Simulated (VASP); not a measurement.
# Se (P3_121) in VASP: notebook

The runs below take Se through single point, with PBE.

Program: VASP 6.6.1. These are calculated values, not measurements. Logs are shortened: lines on timing, memory, paths and dates and some standing lists are left out, and cuts for length are marked.

## Step 1: The crystal as given

It takes space group P3_121 (No. 152, trigonal). Conventional cell: a = 4.366 Å, b = 4.366 Å, c = 4.954 Å, α = 90.00°, β = 90.00°, γ = 120.00°. Around Se (site symmetry 2) lie 2 Se at 2.37 Å.

## Step 2: Single point, PBE, spin-orbit coupling, no magnetisation

INCAR

```
PREC = Accurate
ENCUT = 460
EDIFF = 1E-7
ISMEAR = 0
SIGMA = 0.02
LREAL = F
LASPH = T
NELM = 100
ALGO = Normal
ISIF = 2
LWAVE = F
LCHARG = F
MAGMOM = 0 0 0 0 0 0 0 0 0
LORBIT = 11
LSORBIT = T
GGA_COMPAT = F
GGA = PE
NBANDS = 34
```

KPOINTS

```
Automatic mesh
0
Gamma
  3 3 2
```

POSCAR

```
Se
1.0
    4.3662000000      0.0000000000      0.0000000000
   -2.1831000000      3.7812401180      0.0000000000
    0.0000000000      0.0000000000      4.9536000000
Se
3
Direct
    0.7746000000      0.7746000000      0.0000000000
    0.0000000000      0.2254000000      0.6666666667
    0.2254000000      0.0000000000      0.3333333333
```

Potentials or basis: VASP PAW PBE potentials, release 64 (Se).

Command:

```console
$ cat potpaw_PBE.64/Se/POTCAR > POTCAR
$ mpirun -np 1 vasp_ncl > vasp.out
```

OUTCAR:

```text
PREC = Accurate
   ENCUT = 460
   EDIFF = 1E-7
   ISMEAR = 0
   LREAL = F
   LASPH = T
   NELM = 100
   ISIF = 2
   LORBIT = 11
   LSORBIT = T
   GGA = PE

 Found      8 irreducible k-points:

 Following reciprocal coordinates:
            Coordinates               Weight
  0.000000  0.000000  0.000000      1.000000
  0.333333  0.000000  0.000000      6.000000
  0.333333  0.333333  0.000000      1.000000
 -0.333333 -0.333333  0.000000      1.000000
  0.000000  0.000000  0.500000      1.000000
  0.333333  0.000000  0.500000      6.000000
   k-points           NKPTS =      8   k-points in BZ     NKDIM =      8   number of bands    NBANDS=     34
   number of dos      NEDOS =    301   number of ions     NIONS =      3
   total plane-waves  NPLWV =  36864
   dimension x,y,z NGX =    32 NGY =   32 NGZ =   36
   dimension x,y,z NGXF=    64 NGYF=   64 NGZF=   72
   ions per type =               3
   NGX,Y,Z   is equivalent  to a cutoff of  12.18, 12.18, 12.08 a.u.
   NGXF,Y,Z  is equivalent  to a cutoff of  24.37, 24.37, 24.16 a.u.
 SYSTEM =  unknown system
   PREC   = accura    normal or accurate (medium, high low for compatibility)
   ISTART =      0    job   : 0-new  1-cont  2-samecut
   ICHARG =      2    charge: 1-file 2-atom 10-const
   ISPIN  =      1    spin polarized calculation?
   LNONCOLLINEAR =      T non collinear calculations
   LSORBIT =      T    spin-orbit coupling
   LASPH  =      T    aspherical Exc in radial PAW
   ENCUT  =  460.0 eV  33.81 Ry    5.81 a.u.   7.64  7.64  8.66*2*pi/ulx,y,z
   NELM   =    100;   NELMIN=  2; NELMDL= -5     # of ELM steps
   EDIFF  = 0.1E-06   stopping-criterion for ELM
   LREAL  =      F    real-space projection
   EDIFFG = 0.1E-05   stopping-criterion for IOM
   NSW    =      0    number of steps for IOM
   IBRION =     -1    ionic relax: 0-MD 1-quasi-New 2-CG
   NFREE  =      0    steps in history (QN), initial steepest desc. (CG)
   ISIF   =      2    stress and relaxation
   ISYM   =      2    0-nonsym 1-usesym 2-fastsym
   POTIM  = 0.5000    time-step for ionic-motion
   TEBEG  =    0.0;   TEEND  =   0.0 temperature during run
   PSTRESS=    0.0 pullay stress
   NELECT =      18.0000    total number of electrons
   NUPDOWN=      -1.0000    fix difference up-down
   EMIN   =  10.00;   EMAX   =-10.00  energy-range for DOS
   EFERMI =   0.00;   METHOD = LEGACY
   ISMEAR =     0;   SIGMA  =   0.02  broadening in eV -4-tet -1-fermi 0-gaus
   EFERMI_NEDOS =   21; number of points for ismear=-14 and -15
   IALGO  =     38    algorithm
   IMIX   =      4    mixing-type and parameters
     AMIX     =   0.40;   BMIX     =  1.00
     AMIX_MAG =   1.60;   BMIX_MAG =  1.00
  volume/ion in A,a.u.               =      27.26       183.96
  Fermi-wavevector in a.u.,A,eV,Ry     =   0.988430  1.867862 13.292817  0.976995
  Thomas-Fermi vector in A             =   2.119956
   LORBIT       =     11    0 simple, 1 ext, 2 COOP (PROOUT), +10 PAW based schemes
   GGA     = PE    functional components
   LHFCALC =     F    Hartree Fock is set to
   AEXX    =    0.0000 exact exchange contribution
   IVDW    =     0    specifies the selected vdW correction
   LEPSILON=     F    determine dielectric tensor
   LRPA    =     F    only Hartree local field effects (RPA)
 Gauss-broadening in eV      SIGMA  =   0.02
  energy-cutoff  :      460.00
  volume of cell :       81.78
 maximum number of plane-waves:      3694
 NGX is ok and might be reduce to    30
   NGX = 15   NGY = 15   NGZ = 17

 number of electron      18.0000000 magnetization       0.0000000      0.0000000      0.0000000

 number of electron      18.0000004 magnetization      -0.0000000     -0.0000000      0.0000000

 number of electron      18.0000004 magnetization       0.0000000      0.0000000     -0.0000000

 Free energy of the ion-electron system (eV)
  ---------------------------------------------------
  ext. energy  EPLUGINS =         0.00000000
  ---------------------------------------------------
  free energy    TOTEN  =       -10.43007264 eV

  energy without entropy =      -10.43007264  energy(sigma->0) =      -10.43007264

 E-fermi :   2.7229     XC(G=0):  -8.8371

 val. band max:        2.5924062136   @ k =   0.3333   0.3333   0.5000
 cond. band min:       3.6895912415   @ k =  -0.3333  -0.3333   0.5000
 fundamental gap:      1.0971850278
 Fermi energy:         2.7229348046

 k-point     1 :       0.0000    0.0000    0.0000
  band No.  band energies     occupation
      1     -13.1749      1.00000
      2     -13.1749      1.00000
      3      -9.0458      1.00000
      4      -9.0458      1.00000
      5      -9.0446      1.00000
      6      -9.0446      1.00000
[... 22 lines left out ...]
     29       9.1665      0.00000
     30       9.1666      0.00000

 k-point     2 :       0.3333    0.0000    0.0000
  band No.  band energies     occupation
      1     -12.8333      1.00000
      2     -12.8331      1.00000
      3      -9.3886      1.00000
      4      -9.3863      1.00000
      5      -9.0143      1.00000
      6      -9.0129      1.00000
[... 22 lines left out ...]
     29      11.2216      0.00000
     30      11.2287      0.00000

 k-point     3 :       0.3333    0.3333    0.0000
  band No.  band energies     occupation
      1     -12.6288      1.00000
      2     -12.6288      1.00000
      3      -9.3203      1.00000
      4      -9.3188      1.00000
      5      -9.3188      1.00000
      6      -9.3153      1.00000
[... 22 lines left out ...]
     29      10.3976      0.00000
     30      10.4199      0.00000

 k-point     4 :      -0.3333   -0.3333    0.0000
  band No.  band energies     occupation
      1     -12.6288      1.00000
      2     -12.6288      1.00000
      3      -9.3203      1.00000
      4      -9.3188      1.00000
      5      -9.3188      1.00000
      6      -9.3153      1.00000
[... 22 lines left out ...]
     29      10.3976      0.00000
     30      10.4199      0.00000

 k-point     5 :       0.0000    0.0000    0.5000
  band No.  band energies     occupation
      1     -12.0180      1.00000
      2     -12.0180      1.00000
      3     -12.0142      1.00000
      4     -12.0142      1.00000
      5      -6.7837      1.00000
      6      -6.7837      1.00000
[... 22 lines left out ...]
     29       9.9439      0.00000
     30       9.9439      0.00000

 k-point     6 :       0.3333    0.0000    0.5000
  band No.  band energies     occupation
      1     -11.8029      1.00000
      2     -11.8023      1.00000
      3     -11.7023      1.00000
      4     -11.7018      1.00000
      5      -7.5851      1.00000
      6      -7.5845      1.00000
[... 22 lines left out ...]
     29      10.7306      0.00000
     30      10.7569      0.00000

 [... further k-points ...]

 [bands above 30 left out]

------------------------ aborting loop because EDIFF is reached ----------------------------------------

  FORCE on cell =-STRESS in cart. coord.  units (eV):
  Direction    XX          YY          ZZ          XY          YZ          ZX
  --------------------------------------------------------------------------------------
  -------------------------------------------------------------------------------------
  Total        1.3617362      1.3617362      2.3296038      0.0000000     -0.0000000      0.0000000
  in kB       26.6774763     26.6774763     45.6387591      0.0000000     -0.0000000      0.0000000
  external PRESSURE =      32.9979039 kB  Pullay stress =       0.0000000 kB

 VOLUME and BASIS-vectors are now :
 -----------------------------------------------------------------------------
  energy-cutoff  :      460.00
  volume of cell :       81.78
      direct lattice vectors                 reciprocal lattice vectors
     4.366200000  0.000000000  0.000000000     0.229032110  0.132231751  0.000000000
    -2.183100000  3.781240118  0.000000000     0.000000000  0.264463501  0.000000000
     0.000000000  0.000000000  4.953600000     0.000000000  0.000000000  0.201873385

 POSITION                                       TOTAL-FORCE (eV/Angst)
 -----------------------------------------------------------------------------------
      1.69103      2.92895      0.00000        -0.308995     -0.535195      0.000000
     -0.49207      0.85229      3.30240        -0.308995      0.535195      0.000000
      0.98414      0.00000      1.65120         0.617990      0.000000     -0.000000
 -----------------------------------------------------------------------------------
    total drift:                               -0.000000     -0.000000      0.000000

  FREE ENERGIE OF THE ION-ELECTRON SYSTEM (eV)
  ---------------------------------------------------
  free  energy   TOTEN  =       -10.4300726431 eV

  energy  without entropy=      -10.4300726431  energy(sigma->0) =      -10.43007264

 Spin-Orbit-Coupling matrix elements

 Ion:    1  E_soc:     -0.0446488
 l=   1
     0.0000000    -0.0070764    -0.0076564
    -0.0070764     0.0000000    -0.0075893
    -0.0076564    -0.0075893     0.0000000
 l=   2
     0.0000000     0.0000015     0.0000000    -0.0000001     0.0000024
     0.0000015     0.0000000    -0.0000042    -0.0000004     0.0000011
     0.0000000    -0.0000042     0.0000000    -0.0000022     0.0000000
    -0.0000001    -0.0000004    -0.0000022     0.0000000    -0.0000003
     0.0000024     0.0000011     0.0000000    -0.0000003     0.0000000
 l=   3
     0.0000000     0.0000000     0.0000000     0.0000000     0.0000000     0.0000000     0.0000000
     0.0000000     0.0000000     0.0000000     0.0000000     0.0000000     0.0000000     0.0000000
     0.0000000     0.0000000     0.0000000     0.0000000     0.0000000     0.0000000     0.0000000
     0.0000000     0.0000000     0.0000000     0.0000000     0.0000000     0.0000000     0.0000000
     0.0000000     0.0000000     0.0000000     0.0000000     0.0000000     0.0000000     0.0000000
     0.0000000     0.0000000     0.0000000     0.0000000     0.0000000     0.0000000     0.0000000
     0.0000000     0.0000000     0.0000000     0.0000000     0.0000000     0.0000000     0.0000000

 Ion:    2  E_soc:     -0.0446488
 l=   1
     0.0000000    -0.0070764    -0.0076564
    -0.0070764     0.0000000    -0.0075893
    -0.0076564    -0.0075893     0.0000000
 l=   2
     0.0000000     0.0000015     0.0000000    -0.0000001     0.0000024
     0.0000015     0.0000000    -0.0000042    -0.0000004     0.0000011
     0.0000000    -0.0000042     0.0000000    -0.0000022     0.0000000
    -0.0000001    -0.0000004    -0.0000022     0.0000000    -0.0000003
     0.0000024     0.0000011     0.0000000    -0.0000003     0.0000000
 l=   3
     0.0000000     0.0000000     0.0000000     0.0000000     0.0000000     0.0000000     0.0000000
     0.0000000     0.0000000     0.0000000     0.0000000     0.0000000     0.0000000     0.0000000
     0.0000000     0.0000000     0.0000000     0.0000000     0.0000000     0.0000000     0.0000000
     0.0000000     0.0000000     0.0000000     0.0000000     0.0000000     0.0000000     0.0000000
     0.0000000     0.0000000     0.0000000     0.0000000     0.0000000     0.0000000     0.0000000
     0.0000000     0.0000000     0.0000000     0.0000000     0.0000000     0.0000000     0.0000000
     0.0000000     0.0000000     0.0000000     0.0000000     0.0000000     0.0000000     0.0000000

 Ion:    3  E_soc:     -0.0446488
 l=   1
     0.0000000    -0.0078458    -0.0076564
    -0.0078458     0.0000000    -0.0068200
    -0.0076564    -0.0068200     0.0000000
 l=   2
     0.0000000    -0.0000013     0.0000000     0.0000018     0.0000024
    -0.0000013     0.0000000    -0.0000013    -0.0000004    -0.0000006
     0.0000000    -0.0000013     0.0000000    -0.0000052     0.0000000
     0.0000018    -0.0000004    -0.0000052     0.0000000     0.0000022
     0.0000024    -0.0000006     0.0000000     0.0000022     0.0000000
 l=   3
     0.0000000     0.0000000     0.0000000     0.0000000     0.0000000     0.0000000     0.0000000
     0.0000000     0.0000000     0.0000000     0.0000000     0.0000000     0.0000000     0.0000000
     0.0000000     0.0000000     0.0000000     0.0000000     0.0000000     0.0000000     0.0000000
     0.0000000     0.0000000     0.0000000     0.0000000     0.0000000     0.0000000     0.0000000
     0.0000000     0.0000000     0.0000000     0.0000000     0.0000000     0.0000000     0.0000000
     0.0000000     0.0000000     0.0000000     0.0000000     0.0000000     0.0000000     0.0000000
     0.0000000     0.0000000     0.0000000     0.0000000     0.0000000     0.0000000     0.0000000

 total charge

# of ion       s       p       d       tot
------------------------------------------
    1        1.511   2.188   0.058   3.757
    2        1.511   2.188   0.058   3.757
    3        1.511   2.188   0.058   3.757
--------------------------------------------------
tot          4.533   6.565   0.173  11.271

 magnetization (x)

# of ion       s       p       d       tot
------------------------------------------
    1       -0.000  -0.000  -0.000  -0.000
    2       -0.000  -0.000  -0.000  -0.000
    3        0.000   0.000   0.000   0.000
--------------------------------------------------
tot          0.000   0.000  -0.000   0.000

 magnetization (y)

# of ion       s       p       d       tot
------------------------------------------
    1       -0.000  -0.000  -0.000  -0.000
    2        0.000   0.000   0.000   0.000
    3       -0.000  -0.000   0.000  -0.000
--------------------------------------------------
tot         -0.000  -0.000   0.000  -0.000

 magnetization (z)

# of ion       s       p       d       tot
------------------------------------------
    1        0.000   0.000   0.000   0.000
    2        0.000   0.000   0.000   0.000
    3       -0.000  -0.000   0.000  -0.000
--------------------------------------------------
tot         -0.000   0.000   0.000  -0.000
```

Wall time 22 s (1 thread of Intel Xeon 6975P-C (Granite Rapids), shared host); peak memory 0.31 GiB.

These settings aren't checked as converged: the numbers below hold their error.

What came out:

```
Free energy                                           : -10.4301 eV
Pressure                                              : 3.3 GPa
Largest force                                         : 0.618 eV/Å
Valence electrons inside the program's atomic spheres : Se 3.76
```

Caveat: the k mesh is coarse (spacing up to 0.63 Å⁻¹), so the values aren't converged.

## Step 3: Single point, PBE, spin-orbit coupling, no magnetisation

Edit INCAR of step 2 so:

```diff
@@ -1,3 +1,3 @@
 PREC = Accurate
-ENCUT = 460
+ENCUT = 650
 EDIFF = 1E-7
```

KPOINTS is that of step 2.

POSCAR is that of step 2.

Potentials or basis: VASP PAW PBE potentials, release 64 (Se).

Command:

```console
$ cat potpaw_PBE.64/Se/POTCAR > POTCAR
$ mpirun -np 1 vasp_ncl > vasp.out
```

It took 31 s on 1 thread of Intel Xeon 6975P-C (Granite Rapids), shared host; peak memory 0.44 GiB.

These settings aren't checked as converged: the numbers below hold their error.

Results:

- Free energy: -10.4307 eV
- Pressure: 3.3 GPa
- Largest force: 0.617 eV/Å
- Valence electrons inside the program's atomic spheres: Se 3.76

Caveat: the k mesh is coarse (spacing up to 0.63 Å⁻¹), so the values aren't converged.

## Step 4: Single point, PBE, spin-orbit coupling, no magnetisation

Edit INCAR of step 3 so:

```diff
@@ -1,3 +1,3 @@
 PREC = Accurate
-ENCUT = 650
+ENCUT = 400
 EDIFF = 1E-7
```

KPOINTS

```
Automatic mesh
0
Gamma
  4 4 3
```

POSCAR is that of step 3.

Command:

```console
$ cat potpaw_PBE.64/Se/POTCAR > POTCAR
$ mpirun -np 1 vasp_ncl > vasp.out
```

Wall time 21 s (1 thread of Intel Xeon 6975P-C (Granite Rapids), shared host); peak memory 0.26 GiB.

The run converged, but some of its settings lie outside the range that counts as converged, so its numbers aren't taken as properties of the crystal.

Results:

```yaml
Free_energy: -10.5379 eV
Pressure: 3.0 GPa
Largest_force: 0.429 eV/Å
Valence_electrons_inside_the_program's_atomic_spheres: Se 3.75
```

Caveat: the k mesh is coarse (spacing up to 0.42 Å⁻¹), so the values aren't converged.
